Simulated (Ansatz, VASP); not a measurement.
## K: VASP beside Ansatz

INCAR

```
ALGO = Normal ; EDIFF = 1E-7
ENCUT = 520 ; GGA = PE
ISIF = 2 ; ISMEAR = -1
LASPH = True ; LCHARG = False
LREAL = False ; LWAVE = False
NBANDS = 10 ; NELM = 100
PREC = Accurate ; SIGMA = 0.05
```

The input KPOINTS:

```
k-points
0
Gamma
  7 7 7
```

The input POSCAR:

```
K
1.0
   -2.6611005540      2.6611005540      2.6611005540
    2.6611005540     -2.6611005540      2.6611005540
    2.6611005540      2.6611005540     -2.6611005540
K
1
Direct
    0.0000000000      0.0000000000      0.0000000000
```

File input.yaml:

```yaml
crystal:
  lattice:
    - [-2.661100554, 2.661100554, 2.661100554]
    - [2.661100554, -2.661100554, 2.661100554]
    - [2.661100554, 2.661100554, -2.661100554]
  atoms:
    - { symbol: K, position: [0.0, 0.0, 0.0] }
hamiltonian:
  xc: pbe
  pseudopotentials: { kind: paw }
kpoints:
  mp_grid: { grid: [7, 7, 7] }
scf:
  occupations: { method: fermi_dirac, width: 0.05 }
output:
  forces: true
  stress: true
  eigenvalues: true
  write_density: true
  write_potential: true
  elf: true
  volumetric_format: npy
```

Change from the starting cell: volume scaled by 0.96.

Alike in both runs: task single point; functional PBE; k mesh 7 × 7 × 7; occupations fermi-dirac, width 0.05 eV; no spin polarisation.

```csv
,VASP,Ansatz
version,VASP 6.6.1,Ansatz 0.2.0
potentials or method,"VASP PAW PBE potentials, release 64 (K_sv)",Ansatz PAW
plane-wave cutoff (eV),520,420
valence electrons in the cell,9,9
```

|  | VASP | Ansatz | Ansatz less VASP |
| --- | --- | --- | --- |
| gap on the k mesh at the Fermi level (eV) | none | none | - |
| pressure (GPa) | -0.1 | -0.1 | +0.01 |

A gap of «none» marks a metal or a gap that the smearing closes.
